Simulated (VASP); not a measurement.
# SnTe (F-43m) in VASP: further runs, part 2 of 2

VASP 6.6.1. The steps go on from the part before.

### 4 G0W0 quasiparticle levels, PBE

POSCAR

```
SnTe
1.0
    0.0000000000      3.6111460000      3.6111460000
    3.6111460000      0.0000000000      3.6111460000
    3.6111460000      3.6111460000      0.0000000000
Te Sn
1 1
Direct
    0.2500000000      0.2500000000      0.2500000000
    0.0000000000      0.0000000000      0.0000000000
```

INCAR.step1

```
PREC = Accurate
ENCUT = 450
EDIFF = 1E-8
ISMEAR = 0
SIGMA = 0.01
LREAL = F
LASPH = T
NELM = 100
ALGO = Fast
LWAVE = T
LCHARG = F
GGA = PE
```

INCAR.step2

```
PREC = Accurate
ENCUT = 450
EDIFF = 1E-8
ISMEAR = 0
SIGMA = 0.01
LREAL = F
LASPH = T
NELM = 1
ALGO = Exact
LWAVE = T
LCHARG = F
GGA = PE
NBANDS = 38
LOPTICS = T
ISTART = 1
```

INCAR.step3

```
PREC = Accurate
ENCUT = 450
EDIFF = 1E-8
ISMEAR = 0
SIGMA = 0.01
LREAL = F
LASPH = T
ALGO = EVGW0
LWAVE = F
LCHARG = F
GGA = PE
NELMGW = 1
NBANDS = 38
ENCUTGW = 260
NOMEGA = 48
PRECFOCK = Fast
ISTART = 1
NBANDSGW = 18
```

KPOINTS

```
regular mesh
0
Gamma
  2 2 2
```

Potentials or basis: VASP PAW PBE potentials, release 64 (Te_GW, Sn_d_GW).

Launch:

```sh
$ cat potpaw_PBE.64/Te_GW/POTCAR potpaw_PBE.64/Sn_d_GW/POTCAR > POTCAR
$ cp INCAR.step1 INCAR
$ mpirun -np 1 vasp_std > vasp.out
$ cp INCAR.step2 INCAR
$ mpirun -np 1 vasp_std > vasp.out
$ cp INCAR.step3 INCAR
$ mpirun -np 1 vasp_std > vasp.out
```

OUTCAR:

```text
PREC = Accurate
   ENCUT = 450
   EDIFF = 1E-8
   ISMEAR = 0
   LREAL = F
   LASPH = T
   GGA = PE
   NELMGW = 1
   ENCUTGW = 260
   PRECFOCK = Fast
   ISTART = 1

 Found      3 irreducible k-points:

 Following reciprocal coordinates:
            Coordinates               Weight
  0.000000  0.000000  0.000000      1.000000
  0.500000  0.000000  0.000000      4.000000
  0.500000  0.500000  0.000000      3.000000
   k-points           NKPTS =      3   k-points in BZ     NKDIM =      8   number of bands    NBANDS=     38
   number of dos      NEDOS =    301   number of ions     NIONS =      2
   total plane-waves  NPLWV =  46656
   dimension x,y,z NGX =    36 NGY =   36 NGZ =   36
   dimension x,y,z NGXF=    72 NGYF=   72 NGZF=   72
   ions per type =               1   1
   NGX,Y,Z   is equivalent  to a cutoff of  11.72, 11.72, 11.72 a.u.
   NGXF,Y,Z  is equivalent  to a cutoff of  23.44, 23.44, 23.44 a.u.
 SYSTEM =  unknown system
   PREC   = accura    normal or accurate (medium, high low for compatibility)
   ISTART =      1    job   : 0-new  1-cont  2-samecut
   ICHARG =      0    charge: 1-file 2-atom 10-const
   ISPIN  =      1    spin polarized calculation?
   LNONCOLLINEAR =      F non collinear calculations
   LSORBIT =      F    spin-orbit coupling
   LASPH  =      T    aspherical Exc in radial PAW
   ENCUT  =  450.0 eV  33.07 Ry    5.75 a.u.   8.83  8.83  8.83*2*pi/ulx,y,z
   NELM   =     60;   NELMIN=  2; NELMDL=  0     # of ELM steps
   EDIFF  = 0.1E-07   stopping-criterion for ELM
   LREAL  =      F    real-space projection
   EDIFFG = 0.1E-06   stopping-criterion for IOM
   NSW    =      0    number of steps for IOM
   IBRION =     -1    ionic relax: 0-MD 1-quasi-New 2-CG
   NFREE  =      0    steps in history (QN), initial steepest desc. (CG)
   ISIF   =      0    stress and relaxation
   ISYM   =      3    0-nonsym 1-usesym 2-fastsym
   POTIM  = 0.5000    time-step for ionic-motion
   TEBEG  =    0.0;   TEEND  =   0.0 temperature during run
   PSTRESS=    0.0 pullay stress
   NELECT =      20.0000    total number of electrons
   NUPDOWN=      -1.0000    fix difference up-down
   EMIN   =  10.00;   EMAX   =-10.00  energy-range for DOS
   EFERMI =   0.00;   METHOD = LEGACY
   ISMEAR =     0;   SIGMA  =   0.01  broadening in eV -4-tet -1-fermi 0-gaus
   EFERMI_NEDOS =   21; number of points for ismear=-14 and -15
   IALGO  =     38    algorithm
   IMIX   =      4    mixing-type and parameters
     AMIX     =   0.40;   BMIX     =  1.00
     AMIX_MAG =   1.60;   BMIX_MAG =  1.00
  volume/ion in A,a.u.               =      47.09       317.78
  Fermi-wavevector in a.u.,A,eV,Ry     =   0.976704  1.845704 12.979296  0.953951
  Thomas-Fermi vector in A             =   2.107344
   LORBIT       =      0    0 simple, 1 ext, 2 COOP (PROOUT), +10 PAW based schemes
   GGA     = PE    functional components
   LHFCALC =     T    Hartree Fock is set to
   PRECFOCK=fast      Normal, Fast or Accurate (Low or Medium for compatibility)
   ENCUT4O =  -1.0   cutoff for four orbital integrals eV
   NKREDX  =     1    reduce k-point grid by
   NKREDY  =     1    reduce k-point grid by
   NKREDZ  =     1    reduce k-point grid by
   AEXX    =    1.0000 exact exchange contribution
   HFSCREEN=    0.0000 screening length (either q_TF or 0.3 A-1)
   HFSCREENC=   0.0000 screening length for correlation (either q_TF or 0.3 A-1)
   ENCUTFOCK=  -1.0 apply spherical cutoff to Coloumb kernel
   IVDW    =     0    specifies the selected vdW correction
   LEPSILON=     F    determine dielectric tensor
   LRPA    =     F    only Hartree local field effects (RPA)
   LRPAFORCE           =     F    calculate RPA forces
   ENCUTGW             = 260.0    cutoff for response function in eV
   ENCUTGWSOFT         = 208.0    soft cutoff for Coulomb kernel in GW response function in eV
   ENCUTLF             =  -1.0    cutoff for local field effects
   NELMGW              =     1    number of iterations in solving QP/BSE equation
   NELMHF              =     1    number of iterations in the inner HF iteration
   NKREDLFX            =     1    NKREDLFY  =   1   NKREDLFZ  =   1
 non-spin polarized calculation
 Gauss-broadening in eV      SIGMA  =   0.01
  energy-cutoff  :      450.00
  volume of cell :       94.18
 maximum number of plane-waves:      2085
 NGX is ok and might be reduce to    36
  NGX = 20; NGY = 20; NGZ = 20
   NGX = 17   NGY = 17   NGZ = 17
 maximum number of plane-waves:       934

 QP shifts <psi_nk| G(iteration)W_0 |psi_nk>: iteration 1
 for sc-GW calculations column KS-energies equals QP-energies in previous step
 and V_xc(KS)=  KS-energies - (<T + V_ion + V_H > + <T+V_H+V_ion>^1  + <V_x>^1)

 k-point   1 :       0.0000    0.0000    0.0000
  band No.  KS-energies  QP-energies   sigma(KS)   V_xc(KS)     V^pw_x(r,r')   Z            occupation Imag(sigma)

      1     -19.3912     -21.4061     -20.6497     -17.5160     -27.0917       0.6430       2.0000       0.3744
      2     -19.3912     -21.4061     -20.6497     -17.5160     -27.0917       0.6430       2.0000       0.3744
      3     -19.3912     -21.4061     -20.6497     -17.5160     -27.0917       0.6430       2.0000       0.3744
      4     -19.3831     -21.3821     -20.6431     -17.5181     -27.0742       0.6397       2.0000       0.3564
      5     -19.3831     -21.3821     -20.6431     -17.5181     -27.0742       0.6397       2.0000       0.3564
      6      -9.0511      -8.8197     -10.3902     -10.7924     -17.0021       0.5752       2.0000       1.0943
[... 10 lines left out ...]
     17      10.0964      10.3476      -5.6781      -6.0194      -1.7165       0.7360       0.0000      -0.4396
     18      10.0964      10.3476      -5.6781      -6.0194      -1.7165       0.7360       0.0000      -0.4396
[... 26 lines left out ...]
      1     -19.3945     -21.3887     -20.6257     -17.5098     -27.0826       0.6400       2.0000       0.3830
      2     -19.3884     -21.4213     -20.6489     -17.5210     -27.0914       0.6499       2.0000       0.3681
      3     -19.3884     -21.4213     -20.6489     -17.5210     -27.0914       0.6499       2.0000       0.3681
      4     -19.3830     -21.3907     -20.6425     -17.5180     -27.0736       0.6426       2.0000       0.3556
      5     -19.3830     -21.3907     -20.6425     -17.5180     -27.0736       0.6426       2.0000       0.3556
      6      -8.2902      -8.1016     -10.9107     -11.2166     -17.0086       0.6164       2.0000       0.9583
[... 10 lines left out ...]
     17      10.7115      11.3456      -7.0090      -7.8897      -3.1825       0.7200       0.0000      -0.3516
     18      11.0314      11.7360      -6.8951      -7.8912      -2.9037       0.7073       0.0000      -0.3778
```

OUTCAR.step1:

```text
PREC = Accurate
   ENCUT = 450
   EDIFF = 1E-8
   ISMEAR = 0
   LREAL = F
   LASPH = T
[... 157 lines left out ...]
 -----------------------------------------------------------------------------------
      1.80557      1.80557      1.80557         0.000000      0.000000      0.000000
      0.00000      0.00000      0.00000        -0.000000     -0.000000     -0.000000
 -----------------------------------------------------------------------------------
    total drift:                               -0.000000     -0.000000     -0.000000

  FREE ENERGIE OF THE ION-ELECTRON SYSTEM (eV)
  ---------------------------------------------------
  free  energy   TOTEN  =        -7.3783918528 eV

  energy  without entropy=       -7.3783918528  energy(sigma->0) =       -7.37839185
```

OUTCAR.step2:

```text
PREC = Accurate
   ENCUT = 450
   EDIFF = 1E-8
   ISMEAR = 0
   LREAL = F
[... 516 lines left out ...]
     0.00000     7.60637     7.60637     7.60637    -0.00000     0.00000    -0.00000
     0.54257     7.78199     7.78199     7.78199    -0.00000     0.00000    -0.00000
     1.08513     8.19327     8.19327     8.19327    -0.00000     0.00000    -0.00000
     1.62770     9.36722     9.36722     9.36722    -0.00000     0.00000    -0.00000
     2.17026    12.02401    12.02401    12.02401    -0.00000     0.00000    -0.00000
     2.71283    22.29977    22.29977    22.29977    -0.00000     0.00000    -0.00000
[... 92 lines left out ...]
    53.17147     0.92207     0.92207     0.92207     0.00000    -0.00000     0.00000
    53.71403     0.92431     0.92431     0.92431     0.00000    -0.00000     0.00000
```

It took 2.4 min on 1 thread of Intel Xeon 6975P-C (Granite Rapids), shared host; peak memory 1.5 GiB.

The run converged, but some of its settings lie outside the range that counts as converged, so its numbers aren't taken as properties of the crystal.

What came out:

| Item | Value |
| --- | --- |
| Band gap on the k mesh, mean-field level | 0.81 eV, direct |
| Quasiparticle gap | 1.28 eV |
| Least direct quasiparticle gap | 1.28 eV |

Caveat: the k mesh is coarse (spacing up to 0.75 Å⁻¹), so the values aren't converged; bands, screening cutoff and mesh are small and nothing is extrapolated, so the quasiparticle values aren't converged; spin-orbit coupling is left out, which moves the levels of the heavy elements.

### 5 The reference run

An earlier run on the cell as given: functional PBEsol; potentials or basis VASP PAW PBE potentials, release 64 (Te, Sn_d); cutoff 520 eV; k mesh 7 × 7 × 7; occupations fermi-dirac, width 0.05 eV; no spin polarisation.

- Pressure: -1.4 GPa
- Band gap on the k mesh: 0.28 eV, indirect (least direct gap 0.79 eV)
